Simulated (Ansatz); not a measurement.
# GaP: the cost of one run

Method: DFT PBE, scalar-relativistic, plane waves, PAW, in Ansatz 0.2.0.

4 further runs of the same task are left out: 4 set aside as unsound or not needed.

## Step 1: The starting structure

The cell holds 32 atoms (EuGa15P16): a = 9.535 Å, b = 9.535 Å, c = 9.535 Å, α = 109.47°, β = 109.47°, γ = 109.47°.

The coordinates of this cell stand in the input of its own run.

The host was relaxed before at PBE: a = 5.505 Å, b = 5.505 Å, c = 5.505 Å, α = 90.00°, β = 90.00°, γ = 90.00° (conventional cell), 20.855 Å³/atom.

Places, in fractions of the supercell: Eu in place of Ga at (0.500, 0.250, 0.250). The start keeps the symmetry of the ideal site.

## Step 2: Band edges of the host over the zone

Contents of input.yaml:

```yaml
crystal:
  lattice:
    - [0.0, 2.7525584894, 2.7525584894]
    - [2.7525584894, 0.0, 2.7525584894]
    - [2.7525584894, 2.7525584894, 0.0]
  atoms:
    - { symbol: Ga, position: [0.0, 0.0, 0.0] }
    - { symbol: P, position: [0.25, 0.25, 0.25] }
basis:
  ecutwfc: 420
  xc_grid: 2
kpoints:
  mp_grid: { grid: [8, 8, 8] }
  band_path: { path: [VBM, CBM], npoints: 2 }
hamiltonian:
  xc: pbe
scf:
  occupations: { method: gaussian, width: 0.02 }
output:
  forces: true
  stress: true
  eigenvalues: true
```

Run with:

```sh
> ansatz run input.yaml --threads 8 --pin off --max-ram 16384MiB --backend cpu --events-out ev --progress --plain --runs-dir out
```

Q: Estimate wall time and peak memory on 8 threads of Intel Xeon at 2.50GHz (Skylake/Cascade Lake), shared host.

About 2.3 s, with a peak of 0.38 GiB.
